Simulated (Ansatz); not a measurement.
**Charge transition levels of the H interstitial in GaP, term by term**

All numbers below come from Ansatz, DFT PBE, scalar-relativistic, plane waves, PAW. Run with 420 eV cutoff, 3×3×3 k-mesh, Gaussian smearing of 0.01 eV, collinear spin in charge 0 alone.

Host crystal, relaxed:

```
CELL_PARAMETERS angstrom
0.00000 2.75256 2.75256
2.75256 0.00000 2.75256
2.75256 2.75256 0.00000
ATOMIC_POSITIONS crystal
Ga 0.00000 0.00000 0.00000
P 0.25000 0.25000 0.25000
```

The H interstitial was set at (0.500, 0.500, 0.500) of the host cell, in a supercell of 8 sites (167 Å³), relaxed at fixed cell in each charge q. The host's Kohn–Sham gap is 1.58 eV and its static dielectric constant 12.9 (mean). For each charge: the supercell's free energy over the neutral one with q electrons exchanged at the valence band top, F(q) − F(0) + qE_v; the image-charge term; and the term that aligns the potential far from the defect with the host's.

```csv
q,F(q) − F(0) + qE_v (eV),image charge (eV),alignment (eV)
+1,-0.017,0.289,0.095
0,0.000,0.000,0.000
-1,0.957,0.289,-0.102
```

Problem. Add the terms and find the levels between neighbouring charges, ε(q/q′) = [A(q′) − A(q)]/(q − q′), with and without the two corrections.

Solution. A(q): 0.366 eV for +1, 0.000 eV for 0, 1.144 eV for -1.
| level | corrected (eV over E_v) | uncorrected (eV) |
| --- | --- | --- |
| (+1/0) | -0.37 | 0.02 |
| (0/-1) | 1.14 | 0.96 |

As a check, a point charge in a simple cubic cell of this volume has q²αe²/(2εL) = 0.289 q² eV (e² = 14.40 eV Å, α = 2.837, L = 5.51 Å); the shape of the real cell can change it somewhat. The term grows as q², so it pushes donor levels down and acceptor levels up. The program doubts the alignment for q = +1, -1, so levels beside it are uncertain by about that term.

Problem. Which of these charges is lowest with the Fermi level at the valence band top, at mid-gap and at the conduction band bottom?

Solution. The line A(q) + qE_F that lies lowest gives the charge: 0 at E_F = 0.00 eV, 0 at E_F = 0.79 eV, -1 at E_F = 1.58 eV. (+1/0) falls outside this Kohn–Sham gap, so the change of charge isn't reached within it; the real gap is usually wider and may hold a localised level, while a level that comes from a carrier in the host's bands only marks the band edge and moves with it. In charge +1, 0 the cell has partly filled levels, from a carrier spread over the host's bands, a defect level that the small cell broadens into a band, or a degenerate defect level that the symmetric start can't split, so the levels beside it are doubtful. In charge +1 the extra carrier sits in the host's bands, sampled away from their edge; a term of -0.37 eV would put the level beside it at that edge (it also undoes corrections that don't apply to a spread carrier) and isn't included above. Charges beyond those computed could lie lower near the band edges.

Problem. The neutral defect forms at 2.12 eV with atoms taken from and returned to the elements. What are the formation energies at those three Fermi levels, and what share of sites would hold the defect at 1200 K with E_F at mid-gap, if the host still stood at that temperature?

Solution. E_f = E_f(0) + A(q) + qE_F = 2.12, 2.12, 1.68 eV. In the dilute limit the share is exp(−E_f/k_BT) = exp(−2.119/0.1034) = 1.3×10⁻⁹, leaving out degeneracy and vibrational entropy. This is the H-rich limit; a poorer supply of H, or a competing compound of it, raises E_f. The small cell and the narrow Kohn–Sham gap leave errors of tenths of an eV or more, which change the share by orders of magnitude.